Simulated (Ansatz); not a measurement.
Structure: an 8-atom cell of InSe (P-6m2) from a materials database, at its r2SCAN+rVV10 minimum. It is hexagonal, P-6m2 (No. 187); a = 4.020 Å, c = 16.835 Å in the conventional setting, 29.46 Å³ an atom. In has 3 Se at 2.64 Å and 1 In at 2.79 Å; Se has 3 In at 2.64 Å.

```cif
data_structure
_symmetry_space_group_name_H-M 'P-6m2'
_symmetry_Int_Tables_number 187
_cell_length_a 4.0204
_cell_length_b 4.0204
_cell_length_c 16.8353
_cell_angle_alpha 90.000
_cell_angle_beta 90.000
_cell_angle_gamma 120.000
_cell_volume 235.66
loop_
_atom_site_label
_atom_site_type_symbol
_atom_site_symmetry_multiplicity
_atom_site_Wyckoff_symbol
_atom_site_fract_x
_atom_site_fract_y
_atom_site_fract_z
_atom_site_occupancy
In1 In 2 g 0.00000 0.00000 0.58273 1
In2 In 2 h 0.33333 0.66667 0.91727 1
Se1 Se 2 i 0.66667 0.33333 0.84201 1
Se2 Se 2 h 0.33333 0.66667 0.65795 1
```

The questions ask for values computed with the plane-wave code Ansatz on this geometry. (Simulation; no magnetic order is allowed.)

(1) What gap does PBE give, and where are the band edges?

(2) How does the gap change from PBE to PBE+SOC (12×12×2)?

(3) Estimate the gap with HSE06 on 6×6×2.

(4) Order these levels by the gap that they give, smallest first.
A. PBE
B. r2SCAN
C. PBE0
D. HSE06

(5) What do these levels agree on?

Results:

(1) The PBE gap is direct at Γ: 0.40 eV.

(2) With PBE+SOC the gap is 0.38 eV and direct, at Γ. The gap differs by -0.02 eV from PBE's.

(3) The HSE06 gap is direct at Γ: 1.14 eV. The gap differs by +0.74 eV from PBE's.

(4) A (0.40 eV), B (0.83 eV), D (1.14 eV), C (1.73 eV).

(5) r2SCAN covers 57 % of the step from PBE to HSE06, while HSE06 needs about 8 times r2SCAN's rough cost (on a coarser mesh). Spin-orbit coupling moves PBE's least or direct gap by up to 0.024 eV, so it can be left out where a tenth of an eV counts. All these functionals give a gap of the same kind, direct.

Only the levels marked +SOC include spin-orbit coupling.
